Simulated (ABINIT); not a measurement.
Here is an ABINIT 10.8.3 (patched build) calculation.

Contents of run.abi:

```
# Datasets: ground state, then fixed potential
ndtset 2

# Pseudopotentials
pp_dirpath "./"
pseudos "Hg.GGA_PBE-ansatz.xml, Se.GGA_PBE-ansatz.xml"

# Structure
acell 4.2977950161 4.2977950161 4.2977950161 Angstrom
rprim
     0.0000000000     0.7071067812     0.7071067812
     0.7071067812     0.0000000000     0.7071067812
     0.7071067812     0.7071067812     0.0000000000
ntypat 2
znucl 80 34
natom 2
typat 1 2
xred
     0.0000000000     0.0000000000     0.0000000000
     0.7500000000     0.7500000000     0.7500000000

# Plane-wave basis
ecut 18.0
pawecutdg 36.0
pawovlp 30

# Exchange and correlation
ixc -497498
usekden 1
pawxcdev 0

# Bands and occupations
occopt 3
tsmear 0.05 eV

# SCF cycle
nstep 100

# Output
iomode 3
prtwf 0
prteig 0
prtebands 0
enunit 1
prtden1 1
prtkden1 1

# Dataset 1
kptopt1 1
ngkpt1 6 6 6
nshiftk1 1
shiftk1 0.0 0.0 0.0
nband1 22
tolvrs1 1.0e-7

# Dataset 2: bands along G-X-W-K-G-L-U-W-L-K
iscf2 -2
getden2 1
getkden2 1
nband2 28
nbdbuf2 4
tolwfr2 1.0e-11
kptopt2 -9
ndivsm2 6
prteig2 1
prtvol2 -3
kptbounds2
     0.0000000000     0.0000000000     0.0000000000
     0.5000000000     0.0000000000     0.5000000000
     0.5000000000     0.2500000000     0.7500000000
     0.3750000000     0.3750000000     0.7500000000
     0.0000000000     0.0000000000     0.0000000000
     0.5000000000     0.5000000000     0.5000000000
     0.6250000000     0.2500000000     0.6250000000
     0.5000000000     0.2500000000     0.7500000000
     0.5000000000     0.5000000000     0.5000000000
     0.3750000000     0.3750000000     0.7500000000
```

Potentials or basis: Ansatz PAW PBE default generated set, frozen core.

Command:

```console
$ mpirun --bind-to none -np 4 abinit run.abi > log 2>&1
```

Q: What does it give for the pressure?

A: 2.9 GPa.

Q: Predict the band gap on the k mesh.

A: None (metal or under the smearing width).

Levels at the corners of the path, in eV from the Fermi level:
| point | band 14 | band 15 | band 16 | band 17 | band 18 | band 19 | band 20 | band 21 | band 22 | band 23 |
| --- | --- | --- | --- | --- | --- | --- | --- | --- | --- | --- |
| Γ | -6.69 | -6.69 | -0.66 | -0.04 | -0.04 | -0.04 | 5.90 | 5.90 | 5.90 | 8.85 |
| X | -6.58 | -6.30 | -5.23 | -2.41 | -2.41 | 3.00 | 3.27 | 8.86 | 10.48 | 10.48 |
| W | -6.75 | -6.05 | -5.44 | -2.85 | -2.53 | 3.90 | 5.39 | 6.58 | 7.78 | 10.87 |
| K | -6.64 | -6.14 | -5.40 | -3.01 | -1.98 | 3.19 | 4.77 | 8.31 | 8.72 | 8.97 |
| Γ | -6.69 | -6.69 | -0.66 | -0.04 | -0.04 | -0.04 | 5.90 | 5.90 | 5.90 | 8.85 |
| L | -6.65 | -6.35 | -5.67 | -1.04 | -1.04 | 1.38 | 6.66 | 6.66 | 7.34 | 9.59 |
| U | -6.64 | -6.14 | -5.40 | -3.01 | -1.98 | 3.19 | 4.77 | 8.31 | 8.72 | 8.97 |
| W | -6.75 | -6.05 | -5.44 | -2.85 | -2.53 | 3.90 | 5.39 | 6.58 | 7.78 | 10.87 |
| L | -6.65 | -6.35 | -5.67 | -1.04 | -1.04 | 1.38 | 6.66 | 6.66 | 7.34 | 9.59 |
| K | -6.64 | -6.14 | -5.40 | -3.01 | -1.98 | 3.19 | 4.77 | 8.31 | 8.72 | 8.97 |

Caveat: the PAW data sets were made with another functional, which shifts forces and pressure a little; spin-orbit coupling is left out, which moves the levels of the heavy elements; the atomic spheres overlap.
